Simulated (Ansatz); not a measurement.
La2O3:

```
La O
1.0
     3.93078    0.00000    0.00000
    -1.96539    3.40415    0.00000
     0.00000    0.00000    6.11195
La O
2 3
Direct
  0.33333 0.66667 0.24624
  0.66667 0.33333 0.75376
  0.00000 0.00000 0.00000
  0.33333 0.66667 0.64589
  0.66667 0.33333 0.35411
```

The cell is a database's computed one.

Base run:

* Program: Ansatz 0.2.0
* Functional: PBEsol
* Potentials or basis: Ansatz PAW
* Cutoff: 420 eV (not typed: the program's choice for these potentials)
* k mesh: 8 × 8 × 5
* Occupations: fermi-dirac, width 0.05 eV
* Spin: no spin polarisation

Its results: band gap on the k mesh 3.81 eV, indirect (least direct gap 3.96 eV); pressure -3.0 GPa; largest force 0.093 eV/Å.

Problem. The run is repeated on the same cell with these changes: functional from PBEsol to PBE. What comes out?

Solution. Band gap on the k mesh 3.87 eV, indirect (least direct gap 4.06 eV); pressure 1.9 GPa; largest force 0.016 eV/Å.

PBE binds less tightly than PBEsol, so the same cell stands under more pressure.

Caveats: spin-orbit coupling is left out, which moves the levels of the heavy elements; the PAW data sets come from PBE, with cores solved anew for the run's functional, which leaves a small shift of forces and pressure (some runs).

A k mesh can miss the band edges.
